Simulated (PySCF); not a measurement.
Molecule: `InChI=1S/C3H6O/c1-2-3-4/h3H,2H2,1H3`.

Numbering as in the mapped SMILES `[CH3:1][CH2:2][CH:3]=[O:4]`. Each H is labelled by its parent atom.

Geometry PBE0-D3(BJ)/def2-SVP throughout; GIAO in PySCF, gas phase, one conformer, non-relativistic; equivalent atoms averaged; functional PBE0.

For orientation, pcSseg-1 gives these absolute shieldings σ: C3 -19.7, C2 142.5, C1 177.4, O4 -360.3, H(C3) 21.39, H(C2) 28.98, H(C1) 30.25 ppm.

A run gave: C3 -22.3, C2 151.0, C1 185.1, O4 -438.0, H(C3) 22.42, H(C2) 30.29, H(C1) 31.55 ppm (absolute shieldings σ).

Which basis set was used in that run?
A. pcSseg-2
B. pcSseg-0
C. cc-pVTZ
D. cc-pVDZ
E. aug-cc-pVDZ

Results:

B. O4 tells them apart best: pcSseg-0 gives -438.0, pcSseg-2 gives -348.6, aug-cc-pVDZ gives -288.4, cc-pVDZ gives -307.4, cc-pVTZ gives -332.8 ppm.
